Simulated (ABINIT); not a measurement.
SnSe2:

```
CELL_PARAMETERS angstrom
3.81100 0.00000 0.00000
-1.90550 3.30042 0.00000
0.00000 0.00000 6.13600
ATOMIC_POSITIONS crystal
Sn 0.00000 0.00000 0.00000
Se 0.66667 0.33333 0.75100
Se 0.33333 0.66667 0.24900
```

Base run:

```yaml
Program: ABINIT 10.8.3 (patched build)
Functional: LDA
Potentials_or_basis: PseudoDojo NC SR LDA v0.4.1 standard
Cutoff: 1061 eV
k_mesh: 6 × 6 × 4
Occupations: fermi-dirac, width 0.05 eV
Spin: no spin polarisation
```

Its results: band gap on the k mesh 0.66 eV, indirect (least direct gap 0.84 eV); pressure 0.6 GPa; largest force 0.486 eV/Å.

Question: The run is repeated on the same cell with these changes: functional from LDA to PBE; potentials or basis from PseudoDojo NC SR LDA v0.4.1 standard to SG15 NC PBE v1.2; valence electrons from 46 to 26. What comes out?

Answer: Band gap on the k mesh 0.80 eV, indirect (least direct gap 1.07 eV); pressure 5.6 GPa; largest force 0.788 eV/Å.

Caveats: spin-orbit coupling is left out, which moves the levels of the heavy elements; this functional lacks dispersion, which binds the layers, so the pressure and a relaxed spacing across them are unreliable (some runs).

A k mesh can miss the band edges.
